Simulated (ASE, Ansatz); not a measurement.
**What do other settings change for 1/2<110> screw dislocation dipole in ZrC (120 atoms)?**

The cell holds 120 atoms: 60 Zr and 60 C. Cell: a = 28.188 Å, b = 16.693 Å, c = 3.322 Å, α = 95.7°, β = 90.0°, γ = 90.0°. It derives from ZrC (rock-salt). Rock-salt ZrC (a = 4.698 Å), x, y, z along [001], [110], [1-10], 6 x 5 x 1 period; two opposite 1/2<110> screw dislocations along z, half a cell apart on one glide plane, laid by the isotropic elastic field summed over images, cell tilted by half the Burgers vector; not relaxed, displaced by a Gaussian of 0.02 Å.

Geometry: as built.

Reference run: Kohn-Sham DFT, PBE, PAW (set soft_2), plane waves (Ansatz 0.2.0), cutoff 420 eV, k-mesh 1×1×5, fermi-dirac smearing of 0.05 eV.

| Item | Value |
| --- | --- |
| r.m.s. force component | 0.7114 eV/Å |
| pressure | 6.318 GPa |
| spacing of highest filled and lowest empty level | 0.1105 eV |
| SCF cycles | 11 |
| time | 3.5 s on 1 × NVIDIA GB200 with 32 threads of Arm Neoverse V2, shared host |

**Question.** The same geometry is run again with each of these changes. How far do the results move, and how long does each run take?
- support functions low
- support functions medium
- support functions high
- support functions medium, radius 4.01 Å
- support functions medium, radius 4.37 Å
- support functions medium, radius 4.92 Å
- hamiltonian.xc = "revpbe"

Each row is set against the plane-wave reference (Kohn-Sham DFT, PBE, PAW (set soft_2), plane waves; r.m.s. force component 0.711 eV/Å). Energies are set beside the reference only for runs with its functional, potentials and electron count. Times are for 1 × NVIDIA GB200 with 32 threads of Arm Neoverse V2, shared host. The reference's time includes the DOS, ELF, the stress and grids, which some other runs skip.

```csv
run,"Δ force, r.m.s. (meV/Å)",share of r.m.s. force (%),Δ energy (meV/atom),Δ pressure (GPa),cycles,time,host memory (GiB),planned on the GPU (GiB)
reference,-,-,-,-,11,3.5 s,2.6,24
support functions low,0.607,0.0853,-1.67,-,9,5.6 s,1.5,5.9
support functions medium,0.541,0.076,-1.67,-,10,5.8 s,1.5,5.9
support functions high,0.394,0.0554,-1.74,-,19,11 s,1.6,8.8
"support functions medium, radius 4.01 Å",0.456,0.064,-1.67,-,10,6.1 s,1.6,6.6
"support functions medium, radius 4.37 Å",0.457,0.0643,-1.68,-,10,7.4 s,1.6,8.2
"support functions medium, radius 4.92 Å",0.44,0.0618,-1.68,-,10,8.1 s,1.6,11
hamiltonian.xc = "revpbe",3.96,0.556,-,2.43,11,3.3 s,2.7,24
```

Among numerical settings the force difference runs from 0.39 meV/Å (support functions high) to 0.61 meV/Å (support functions low). At 120 atoms the fastest of the runs at a preset level, support functions low, takes roughly 1.6 times the time of plane waves (whose run also made extra analyses, so the like-for-like ratio is larger), in 9 SCF cycles against 11. Differences between support functions and plane waves include what basis error the plane-wave run still has. As the radius goes from 3.64 to 4.92 Å, the force difference goes from 0.54 to 0.44 meV/Å, and the time from 5.8 s to 8.1 s. The cell is under 6 Å thick along one periodic direction, so every atom has periodic images of itself close by, which move with it and show among its neighbours and in g(r).

[Logs are printed without paths, hosts, clocks, repeated set-up lines and the standing remarks that a program may print on its own settings, such as how far it seeks lower states.]

[Hosts, paths, dates, database ids (printed as entryN), source tags and the programs' standing remarks are cut or masked in the printed files.]
